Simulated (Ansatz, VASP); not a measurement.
Two plane-wave programs on Ti

```xyz
2
Lattice="2.9292 0.0000 0.0000 -1.4646 2.5368 0.0000 0.0000 0.0000 4.6364" Properties=species:S:1:pos:R:3 pbc="T T T"
Ti    0.0000    1.6912    1.1591
Ti    1.4646    0.8456    3.4773
```

Alike in both runs: functional PBEsol; k mesh 18 × 18 × 10; occupations gaussian, width 0.1 eV; no spin polarisation.

Ansatz relaxed the structure, and its values are those at the end. VASP's run is a single point on that final structure, the one shown.

```csv
,VASP,Ansatz
version,VASP 6.6.1,Ansatz 0.2.0
potentials or method,"VASP PAW PBE potentials, release 64 (Ti_sv)","scalar-relativistic, plane waves, PAW"
plane-wave cutoff (eV),520,420
valence electrons in the cell,24,24
```

```tsv
	VASP	Ansatz	Ansatz less VASP
gap on the k mesh at the Fermi level (eV)	none	none	-
pressure (GPa)	-3.8	-3.4	+0.42
```

A gap of «none» marks a metal or a gap that the smearing closes.

Caveats: the PAW data sets were made with another functional, which shifts forces and pressure a little (VASP).
